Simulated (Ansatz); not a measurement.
# C (Fd-3m) in Ansatz: notebook

The runs below take C through single point, equation of state, with BLYP+D4.

All numbers are computed with Ansatz 0.2.0; they aren't measurements. Logs are shortened: lines on timing, memory, paths and dates and some standing lists are left out, and cuts for length are marked.

**Experimental background.**

“Equation of state of cubic boron nitride at high pressures and temperatures”, 2007, arxiv:cond-mat/0702656 quotes, for a bulk crystal of C: bulk modulus 442 ± 5 GPa.

How close the calculation comes is told below.

## Step 1: Starting point

It takes space group Fd-3m (No. 227, cubic). Conventional cell: a = 3.567 Å, b = 3.567 Å, c = 3.567 Å, α = 90.00°, β = 90.00°, γ = 90.00°. C (site symmetry -43m) is surrounded by 4 C at 1.54 Å.

This isn't the form of C at room conditions, which is graphite.

## Step 2: Single point, BLYP+D4, 5.33 Å³/atom (volume scaled by 0.94)

input.yaml

```yaml
crystal:
  lattice:
    - [0.0, 1.7469644787, 1.7469644787]
    - [1.7469644787, 0.0, 1.7469644787]
    - [1.7469644787, 1.7469644787, 0.0]
  atoms:
    - { symbol: C, position: [0.75, 0.75, 0.75] }
    - { symbol: C, position: [0.5, 0.5, 0.5] }
hamiltonian:
  xc: blyp
  pseudopotentials: { kind: paw }
  dispersion: d4
kpoints:
  mp_grid: { grid: [13, 13, 13] }
scf:
  occupations: { method: fermi_dirac, width: 0.05 }
output:
  forces: true
  stress: true
  eigenvalues: true
```

Potentials or basis: Ansatz PAW.

Run with:

```console
> ansatz run input.yaml --threads 2 --pin off --max-ram 5120MiB --backend cpu --events-out ev --progress --plain --runs-dir out
```

Log:

```text
Warning: RAYON_NUM_THREADS=2 ignored (pool sized by the plan → 2); use --threads N
Engine: ansatz 0.2.0, x86_64-unknown-linux-gnu
Pseudopotentials: kind: paw
Pseudopotential: C, paw, valence charge 4, recommended cutoff 420 eV (normal), C.paw.azcp
Functional definition: BLYP
  parameter beta = 0.0042
  parameter a = 0.04918
  parameter b = 0.132
  parameter c = 0.2533
  parameter d = 0.349
  exchange = b88_x(beta = beta)
  correlation = lyp_c(a = a, b = b, c = c, d = d)
Crystal: 2 atoms, lattice volume = 10.663 Å³
Basis set: ecut = 420 eV, 181 PW (Γ), exchange–correlation on 36×36×36 points (8 copies of the dense FFT grid, shifted against one another)
Bands: 8, of which v1, the nominal top of the filled ones, is band 4 counted from 1 (3 counted from 0)
Symmetry: 48 space group operations
Space group: Fd-3m (ITA 227), of the structure as read, at distance tolerance 2.2e-5 Å
k-points: 84 of 2197
Non-local potential: C, projectors of the file, l = 0: 2, l = 1: 2, l = 2: 1
PAW form: soft (Blöchl's): semilocal exchange-correlation on the pseudo side does not see the compensation charge
PAW frozen core: C, regenerated for the run's functional, and the local potential with it (the file was generated under x = pbe(κ = 0.804, μ = 0.2195149727645171), c = pbe(β = 0.06672455060314922))
PAW one-centre angular grid: C, 110 points (default); XC on 64 Gauss nodes
Initial density: superposition of atomic densities (neutral atoms: chi_scale 0, normalization atom), corrected by the library's trained network
Initial wavefunctions: pseudopotential atomic-orbital guess
Functional: x = b88, c = lyp
SCF iter   1: F=—  HF=-503.759391 eV  |F-HF|=—  |Δ(HF+E_count)|=         —  Δρ=1.62e-2  dr2=1.85e-2  ethr=1.77e-3  ⟨swp⟩=4.6  Hψ=4357  notcnv=0
preconditioner: auto → none  [insulator: Δε(μ)=4.711 eV  Ē_g=20.556 eV  σ=0.050 eV  W_gap=1.00  n_scr=0 (ndim 8)  ℏωp=32.2 eV  f_vac=0.000  D(μ)=0.00/eV (n_scr^D=0)  ε∞_Penn≈3.4]
SCF iter   2: F=—  HF=-503.751763 eV  |F-HF|=—  |Δ(HF+E_count)|=   7.63e-3  Δρ=5.71e-3  dr2=2.25e-3  ethr=2.31e-4  ⟨swp⟩=2.0  Hψ=1675  notcnv=0
SCF iter   3: F=—  HF=-503.750753 eV  |F-HF|=—  |Δ(HF+E_count)|=   1.01e-3  Δρ=1.97e-4  dr2=9.12e-7  ethr=2.81e-5  ⟨swp⟩=2.3  Hψ=1322  notcnv=0
SCF iter   4: F=—  HF=-503.750755 eV  |F-HF|=—  |Δ(HF+E_count)|=   2.08e-6  Δρ=3.66e-5  dr2=1.93e-8  ethr=1.14e-8  ⟨swp⟩=2.1  Hψ=999  notcnv=0
iter 5 did not close the SCF: its close was put off for the readings that it lacked (scf_convergence_deferred on its scf_iter line)
SCF iter   5: F=-503.750755 eV  HF=-503.750755 eV  |F-HF|=3.84e-10  |Δ(HF+E_count)|=   9.24e-8  Δρ=2.20e-6  dr2=7.44e-11  ethr=2.42e-10  ⟨swp⟩=2.0  Hψ=1008  notcnv=0
SCF iter   6: F=-503.750755 eV  HF=-503.750755 eV  |F-HF|=6.25e-13  |Δ(HF+E_count)|=  4.17e-10  Δρ=5.68e-8  dr2=6.91e-14  ethr=1.00e-12  ⟨swp⟩=1.1  Hψ=2100  notcnv=0
SCF 1 converged in 6 iterations: F = -503.750755 eV  dr2 = 6.91e-14
SCF converged after 6 iterations
Free energy (F): -503.750755 eV
Harris-Foulkes:  -503.750755 eV  (|F-HF|=6.25e-13)
Internal energy: -503.750755 eV  (E = F + TS)
E sigma→0 (E₀):  -503.750755 eV
Fermi energy:    17.030433 eV
--- Per-component energies (eV) ---
  E_band       = 44.291421
  E_kinetic    = 190.561876
  E_local      = -121.934436  (includes V_loc(G=0)·N_el)
  E_nonlocal   = 56.000608
  E_hartree    = 27.032487
  E_xc         = -96.526706
  E_vxc        = -119.670848  (∫ρ·V_xc dr)
  E_paw        = -202.796973  (= ΣΔE_a)
  E_vpaw       = -14.730768  (= ΣTr[D̂ρ^β])
  E_aug_tail   = 0.000014  (compensation charges beyond the density's cutoff)
  E_ewald      = -355.212636
  E_disp       = -0.878300  (pairwise vdW)
  E_core_change = 0.003309  (= ΣΔE_core)
  E_smearing   = -0.000000  (= −TS)
  E_closure    = -0.000000  (closes the sum)
  Σ components = -503.750755   (vs F -503.750755, Δ=0.00e0)
--- Forces (eV/Å), atoms counted from 1 ---
  atom   1  C     -0.00000000    -0.00000000    -0.00000000
  atom   2  C     -0.00000000    -0.00000000    -0.00000000
  max |Σ_I F_I| component: 9.25e-17 eV/Å
--- Stress (GPa, compression-positive) ---
       29.996221       0.000000      -0.000000
       -0.000000      29.996221       0.000000
       -0.000000       0.000000      29.996221
  P = ⅓ Tr σ = 29.9962 GPa (299.962 kbar)
--- Band table (eV; the first three rows and the last of 84) ---
  k-point 0: bands = ["-7.2951", "14.7462", "14.7462", "14.7462", "20.6611", "20.6611", "20.6611", "29.5803"]
  k-point 1: bands = ["-7.1257", "13.6628", "14.4568", "14.4568", "21.0401", "21.0401", "21.3323", "29.6797"]
  k-point 2: bands = ["-6.6189", "11.3445", "13.8037", "13.8037", "21.9034", "21.9034", "22.4891", "29.9666"]
  k-point 83: bands = ["1.7455", "3.2357", "5.7679", "6.7768", "25.4789", "25.6326", "27.7381", "28.9823"]
```

Wall time 1.3 s (2 threads of Intel Xeon Platinum 8259CL at 2.50GHz (Skylake/Cascade Lake), shared host); peak memory 0.49 GiB.

What came out:

```
Free energy            : -503.7508 eV
Pressure               : 30.0 GPa
Band gap on the k mesh : 4.62 eV, indirect (least direct gap 5.91 eV)
```

Caveat: odd divisions of the mesh miss points on the zone boundary, where band edges often lie, so the gap on the mesh can be too wide; the pressure holds a Pulay correction of +1.2 GPa for the finite cutoff; the PAW data sets come from PBE, with cores solved anew for the run's functional, which leaves a small shift of forces and pressure.

## Step 3: Single point, BLYP+D4, 5.44 Å³/atom (volume scaled by 0.96)

Edit input.yaml of step 2 so:

```diff
@@ -2,5 +2,5 @@
   lattice:
-    - [0.0, 1.7469644787, 1.7469644787]
-    - [1.7469644787, 0.0, 1.7469644787]
-    - [1.7469644787, 1.7469644787, 0.0]
+    - [0.0, 1.7592674508, 1.7592674508]
+    - [1.7592674508, 0.0, 1.7592674508]
+    - [1.7592674508, 1.7592674508, 0.0]
   atoms:
```

Potentials or basis: Ansatz PAW.

Run with:

```console
> ansatz run input.yaml --threads 2 --pin off --max-ram 5120MiB --backend cpu --events-out ev --progress --plain --runs-dir out
```

It took 1.6 s on 2 threads of Intel Xeon Platinum 8259CL at 2.50GHz (Skylake/Cascade Lake), shared host; peak memory 0.5 GiB.

The run converged. Its results:

```
Free energy            : -503.7855 eV
Pressure               : 19.2 GPa
Band gap on the k mesh : 4.57 eV, indirect (least direct gap 5.85 eV)
```

Caveat: odd divisions of the mesh miss points on the zone boundary, where band edges often lie, so the gap on the mesh can be too wide; the pressure holds a Pulay correction of +1.2 GPa for the finite cutoff; the PAW data sets come from PBE, with cores solved anew for the run's functional, which leaves a small shift of forces and pressure.

## Step 4: Single point, BLYP+D4, 5.56 Å³/atom (volume scaled by 0.98)

Edit input.yaml of step 3 so:

```diff
@@ -2,5 +2,5 @@
   lattice:
-    - [0.0, 1.7592674508, 1.7592674508]
-    - [1.7592674508, 0.0, 1.7592674508]
-    - [1.7592674508, 1.7592674508, 0.0]
+    - [0.0, 1.7714007132, 1.7714007132]
+    - [1.7714007132, 0.0, 1.7714007132]
+    - [1.7714007132, 1.7714007132, 0.0]
   atoms:
```

Run with:

```console
> ansatz run input.yaml --threads 2 --pin off --max-ram 5120MiB --backend cpu --events-out ev --progress --plain --runs-dir out
```

Wall time 1.3 s (2 threads of Intel Xeon Platinum 8259CL at 2.50GHz (Skylake/Cascade Lake), shared host); peak memory 0.49 GiB.

The run converged. Its results:

```
Free energy            : -503.8055 eV
Pressure               : 9.3 GPa
Band gap on the k mesh : 4.52 eV, indirect (least direct gap 5.79 eV)
```

Caveat: odd divisions of the mesh miss points on the zone boundary, where band edges often lie, so the gap on the mesh can be too wide; the pressure holds a Pulay correction of +1.2 GPa for the finite cutoff; the PAW data sets come from PBE, with cores solved anew for the run's functional, which leaves a small shift of forces and pressure.

## Step 5: Single point, BLYP+D4, 5.67 Å³/atom

Edit input.yaml of step 4 so:

```diff
@@ -2,5 +2,5 @@
   lattice:
-    - [0.0, 1.7714007132, 1.7714007132]
-    - [1.7714007132, 0.0, 1.7714007132]
-    - [1.7714007132, 1.7714007132, 0.0]
+    - [0.0, 1.78337, 1.78337]
+    - [1.78337, 0.0, 1.78337]
+    - [1.78337, 1.78337, 0.0]
   atoms:
```

Run with:

```console
> ansatz run input.yaml --threads 2 --pin off --max-ram 5120MiB --backend cpu --events-out ev --progress --plain --runs-dir out
```

It took 1.5 s on 2 threads of Intel Xeon Platinum 8259CL at 2.50GHz (Skylake/Cascade Lake), shared host; peak memory 0.49 GiB.

The run converged. Its results:

```yaml
Free_energy: -503.8124 eV
Pressure: 0.4 GPa
Band_gap_on_the_k_mesh: 4.47 eV, indirect (least direct gap 5.73 eV)
```

Caveat: odd divisions of the mesh miss points on the zone boundary, where band edges often lie, so the gap on the mesh can be too wide; the pressure holds a Pulay correction of +1.2 GPa for the finite cutoff; the PAW data sets come from PBE, with cores solved anew for the run's functional, which leaves a small shift of forces and pressure.

## Step 6: Single point, BLYP+D4, 5.79 Å³/atom (volume scaled by 1.02)

Edit input.yaml of step 5 so:

```diff
@@ -2,5 +2,5 @@
   lattice:
-    - [0.0, 1.78337, 1.78337]
-    - [1.78337, 0.0, 1.78337]
-    - [1.78337, 1.78337, 0.0]
+    - [0.0, 1.7951807415, 1.7951807415]
+    - [1.7951807415, 0.0, 1.7951807415]
+    - [1.7951807415, 1.7951807415, 0.0]
   atoms:
@@ -20 +20,5 @@
   eigenvalues: true
+  write_density: true
+  write_potential: true
+  elf: true
+  volumetric_format: npy
```

Potentials or basis: Ansatz PAW.

Run with:

```console
> ansatz run input.yaml --threads 2 --pin off --max-ram 5120MiB --backend cpu --events-out ev --progress --plain --runs-dir out
```

Run time: 2 s. Hardware: 2 threads of Intel Xeon Platinum 8259CL at 2.50GHz (Skylake/Cascade Lake), shared host; peak memory 0.5 GiB.

It converged, with:

- Free energy: -503.8070 eV
- Pressure: -7.8 GPa
- Band gap on the k mesh: 4.42 eV, indirect (least direct gap 5.67 eV)

Caveat: odd divisions of the mesh miss points on the zone boundary, where band edges often lie, so the gap on the mesh can be too wide; the pressure holds a Pulay correction of +1.2 GPa for the finite cutoff; the PAW data sets come from PBE, with cores solved anew for the run's functional, which leaves a small shift of forces and pressure.

## Step 7: Single point, BLYP+D4, 5.90 Å³/atom (volume scaled by 1.04)

input.yaml

```yaml
crystal:
  lattice:
    - [0.0, 1.806838086, 1.806838086]
    - [1.806838086, 0.0, 1.806838086]
    - [1.806838086, 1.806838086, 0.0]
  atoms:
    - { symbol: C, position: [0.75, 0.75, 0.75] }
    - { symbol: C, position: [0.5, 0.5, 0.5] }
hamiltonian:
  xc: blyp
  pseudopotentials: { kind: paw }
  dispersion: d4
kpoints:
  mp_grid: { grid: [13, 13, 13] }
scf:
  occupations: { method: fermi_dirac, width: 0.05 }
output:
  forces: true
  stress: true
  eigenvalues: true
```

Run with:

```console
> ansatz run input.yaml --threads 2 --pin off --max-ram 5120MiB --backend cpu --events-out ev --progress --plain --runs-dir out
```

Run time: 1.2 s. Hardware: 2 threads of Intel Xeon Platinum 8259CL at 2.50GHz (Skylake/Cascade Lake), shared host; peak memory 0.49 GiB.

It converged, with:

```yaml
Free_energy: -503.7906 eV
Pressure: -15.2 GPa
Band_gap_on_the_k_mesh: 4.37 eV, indirect (least direct gap 5.62 eV)
```

Caveat: odd divisions of the mesh miss points on the zone boundary, where band edges often lie, so the gap on the mesh can be too wide; the pressure holds a Pulay correction of +1.2 GPa for the finite cutoff; the PAW data sets come from PBE, with cores solved anew for the run's functional, which leaves a small shift of forces and pressure.

## Step 8: Single point, BLYP+D4, 6.01 Å³/atom (volume scaled by 1.06)

Edit input.yaml of step 7 so:

```diff
@@ -2,5 +2,5 @@
   lattice:
-    - [0.0, 1.806838086, 1.806838086]
-    - [1.806838086, 0.0, 1.806838086]
-    - [1.806838086, 1.806838086, 0.0]
+    - [0.0, 1.8183469191, 1.8183469191]
+    - [1.8183469191, 0.0, 1.8183469191]
+    - [1.8183469191, 1.8183469191, 0.0]
   atoms:
```

Run with:

```console
> ansatz run input.yaml --threads 2 --pin off --max-ram 5120MiB --backend cpu --events-out ev --progress --plain --runs-dir out
```

Wall time 2 s (2 threads of Intel Xeon Platinum 8259CL at 2.50GHz (Skylake/Cascade Lake), shared host); peak memory 0.49 GiB.

Results (log left out):

```
Free energy            : -503.7642 eV
Pressure               : -22.0 GPa
Band gap on the k mesh : 4.33 eV, indirect (least direct gap 5.57 eV)
```

Caveat: odd divisions of the mesh miss points on the zone boundary, where band edges often lie, so the gap on the mesh can be too wide; the pressure holds a Pulay correction of +1.2 GPa for the finite cutoff; the PAW data sets come from PBE, with cores solved anew for the run's functional, which leaves a small shift of forces and pressure.

## Step 9: Equation of state, BLYP+D4

Potentials or basis: Ansatz PAW.

This step only gathers the single runs of the series.

Results:

* Equilibrium volume: 5.68 Å³/atom
* Bulk modulus: 426 GPa
* Pressure derivative of the bulk modulus: 3.7

Energy against volume, from the lowest point:
```
volume (Å³/atom)  energy (meV/atom)
           5.332              30.81
           5.445              13.44
           5.558               3.42
           5.672               0.00
           5.785               2.69
           5.899              10.87
           6.012              24.10
```

Caveat: the potentials were made for another functional, which shifts forces and pressure.

## Step 10: Against experiment

Step 9. Measured bulk modulus of C: 442 GPa (quoted in “Equation of state of cubic boron nitride at high pressures and temperatures”, 2007, arxiv:cond-mat/0702656). This calculation gives 426 GPa (-3.5 %). 3 values of this kind are on record (442 to 444.8 GPa); this one was drawn at random among those near their median, those with a stated uncertainty first. The fit is for a static lattice scaled at fixed shape and fixed fractional positions. The cell as given is a measured one (5.67 Å³/atom); BLYP+D4 puts the equilibrium volume +0.1 % from it, thermal expansion not counted.
